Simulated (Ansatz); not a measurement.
input.yaml for Rb (Ansatz 0.2.0)

```yaml
crystal:
  lattice:
    - [0.0, 3.6129940094, 3.6129940094]
    - [3.6129940094, 0.0, 3.6129940094]
    - [3.6129940094, 3.6129940094, 0.0]
  atoms:
    - { symbol: Rb, position: [0.0, 0.0, 0.0] }
basis:
  ecutwfc: 420
  ecutrho_ratio: 4
kpoints:
  mp_grid: { kspacing: 1.1 }
hamiltonian:
  xc: pbe
scf:
  occupations: { method: gaussian, width: 0.1 }
  mixing: { beta: 0.17 }
  initial_density: { chi_scale: 0, normalization: atom }
  max_iter: 76
output:
  forces: true
  stress: true
  eigenvalues: true
```

Command:

```bash
ansatz run input.yaml --threads 1 --pin off --max-ram 1331MiB --backend cpu --events-out ev --progress --plain --runs-dir out
```

From the log (HF is the Harris–Foulkes energy, dr2 the density residual in eV):

```text
Pseudopotential: Rb, paw, valence charge 9, recommended cutoff 420 eV (normal)
Crystal: 1 atom, lattice volume = 94.326 Å³
Basis set: ecut = 420 eV, 1837 PW (Γ), exchange–correlation on 72×72×72 points (8 copies of the dense FFT grid, shifted against one another)
Bands: 9, of which v1, the nominal top of the filled ones, is band 5 counted from 1 (4 counted from 0)
Symmetry: 48 space group operations
Space group: Fm-3m (ITA 225), of the structure as read, at distance tolerance 4.6e-5 Å
k-points: 3 of 8
Initial density: superposition of atomic densities
SCF iter   1: HF=-3267.036766 eV  Δρ=3.34e-3  dr2=2.19e-2
SCF iter   2: HF=-3267.037674 eV  Δρ=2.48e-3  dr2=1.31e-2
SCF iter   3: HF=-3267.044058 eV  Δρ=5.15e-4  dr2=5.52e-4
SCF iter   4: HF=-3267.045142 eV  Δρ=9.92e-5  dr2=7.60e-6
SCF iter   5: HF=-3267.045150 eV  Δρ=4.54e-5  dr2=9.47e-7
SCF iter   6: F=-3267.045151 eV  HF=-3267.045151 eV  Δρ=2.94e-6  dr2=8.43e-9
SCF 1 converged in 6 iterations: F = -3267.045151 eV  dr2 = 8.43e-9
SCF converged after 6 iterations
Free energy (F): -3267.045151 eV
E sigma→0 (E₀):  -3267.033916 eV
Entropy (-TS):   -0.022470 eV (-22.470 meV/atom)
Fermi energy:    2.002151 eV
--- Forces (eV/Å), atoms counted from 1 ---
  atom   1  Rb    -0.00000000    -0.00000000     0.00000000
--- Stress (GPa, compression-positive) ---
       -0.132346       0.000000      -0.000000
        0.000000      -0.132346      -0.000000
       -0.000000       0.000000      -0.132346
  P = ⅓ Tr σ = -0.1323 GPa (-1.323 kbar)
```

Settings here are deliberately varied, not converged.